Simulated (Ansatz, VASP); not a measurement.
# One calculation of GaP, two programs

Contents of INCAR:

```
ALGO = Normal ; EDIFF = 1E-7
ENCUT = 520 ; GGA = PE
ISIF = 2 ; ISMEAR = -1
LASPH = T ; LCHARG = F
LREAL = F ; LWAVE = F
NBANDS = 26 ; NELM = 100
PREC = Accurate ; SIGMA = 0.05
```

Contents of KPOINTS:

```
k-points
0
Gamma
  8 8 8
```

Contents of POSCAR:

```
GaP
1.0
    1.9033506749      1.0989000245      6.2995322420
   -1.9033506749      1.0989000245      6.2995322420
    0.0000000000     -2.1978000491      6.2995322420
Ga P
2 2
Direct
    0.5646280000      0.5646280000      0.5646280000
    0.4353720000      0.4353720000      0.4353720000
    0.9426110000      0.9426110000      0.9426110000
    0.0573890000      0.0573890000      0.0573890000
```

input.yaml

```yaml
crystal:
  lattice:
    - [1.9033506749, 1.0989000245, 6.299532242]
    - [-1.9033506749, 1.0989000245, 6.299532242]
    - [0.0, -2.1978000491, 6.299532242]
  atoms:
    - { symbol: Ga, position: [0.564628, 0.564628, 0.564628] }
    - { symbol: Ga, position: [0.435372, 0.435372, 0.435372] }
    - { symbol: P, position: [0.942611, 0.942611, 0.942611] }
    - { symbol: P, position: [0.057389, 0.057389, 0.057389] }
hamiltonian:
  xc: pbe
  pseudopotentials: { kind: paw }
kpoints:
  mp_grid: { grid: [8, 8, 8] }
scf:
  occupations: { method: fermi_dirac, width: 0.05 }
output:
  forces: true
  stress: true
  eigenvalues: true
```

Change from the starting cell: volume scaled by 0.94.

Alike in both runs: task single point; functional PBE; k mesh 8 × 8 × 8; occupations fermi-dirac, width 0.05 eV; no spin polarisation.

|  | VASP | Ansatz |
| --- | --- | --- |
| version | VASP 6.6.1 | Ansatz 0.2.0 |
| potentials or method | VASP PAW PBE potentials, release 64 (Ga_d, P) | Ansatz PAW |
| plane-wave cutoff (eV) | 520 | 420 |
| valence electrons in the cell | 36 | 36 |

|  | VASP | Ansatz | Ansatz less VASP |
| --- | --- | --- | --- |
| gap on the k mesh at the Fermi level (eV) | 0.83 | 0.82 | -0.009 |
| least direct gap on the mesh (eV) | 1.23 | 1.23 | +0.006 |
| pressure (GPa) | 5.1 | 5.1 | +0.06 |
| largest component of the traceless stress (GPa) | 0.67 | 0.74 | +0.073 |
| rms of the force components (eV/Å) | 0.092 | 0.107 | +0.0153 |

Atom by atom the forces differ by 0.018 eV/Å (rms over components).

A k mesh can miss the band edges.
